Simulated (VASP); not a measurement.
The system is P.

```
CELL_PARAMETERS angstrom
1.65820 -5.24200 0.00000
1.65820 5.24200 0.00000
0.00000 0.00000 4.37930
ATOMIC_POSITIONS crystal
P 0.89838 0.10162 0.08068
P 0.60162 0.39838 0.58068
P 0.10162 0.89838 0.91932
P 0.39838 0.60162 0.41932
```

* Program: VASP 6.6.1
* Task: relaxation of cell and atoms
* Functional: PBE
* Potentials or basis: VASP PAW PBE potentials, release 64 (P)
* Cutoff: 520 eV
* k mesh: 11 × 11 × 8
* Occupations: gaussian, width 0.1 eV
* Spin: no spin polarisation

At the start: pressure 1.7 GPa; volume 19.03 Å³/atom.

Problem. Where does the relaxation end?

Solution. Over 19 steps the energy falls by 9.7 meV/atom and the volume is 21.06 Å³/atom (+10.7 %); space group Cmce (No. 64, to 0.05 Å).

The path:
```tsv
step	energy change (eV)	largest force (eV/Å)	pressure (GPa)	volume (Å³)
1	0.0000	0.0646	1.74	76.13
2	-0.0074	0.2423	-0.69	78.43
3	-0.0093	0.1493	0.05	77.70
4	-0.0139	0.1352	0.07	78.15
5	-0.0238	0.1372	0.21	79.52
6	-0.0287	0.2965	0.64	82.27
7	-0.0302	0.2763	0.57	82.55
8	-0.0340	0.2156	0.38	83.38
9	-0.0376	0.0919	0.04	85.07
10	-0.0377	0.0701	-0.01	85.36
11	-0.0379	0.0606	-0.01	85.27
12	-0.0384	0.0326	0.00	84.98
13	-0.0386	0.0250	0.01	84.42
14	-0.0386	0.0112	0.01	84.56
15	-0.0388	0.0006	0.01	84.46
16	-0.0389	0.0188	0.02	84.31
17	-0.0389	0.0125	0.01	84.29
18	-0.0389	0.0088	0.00	84.26
19	-0.0390	0.0064	0.03	84.25
```

Final structure:
```
CELL_PARAMETERS angstrom
1.65377 -5.59629 0.00000
1.65377 5.59629 0.00000
0.00000 0.00000 4.55137
ATOMIC_POSITIONS crystal
P 0.90533 0.09467 0.08646
P 0.59467 0.40533 0.58646
P 0.09467 0.90533 0.91354
P 0.40533 0.59467 0.41354
```

Caveat: the volume moved by +11 % from the deposited cell, more than functionals usually miss.
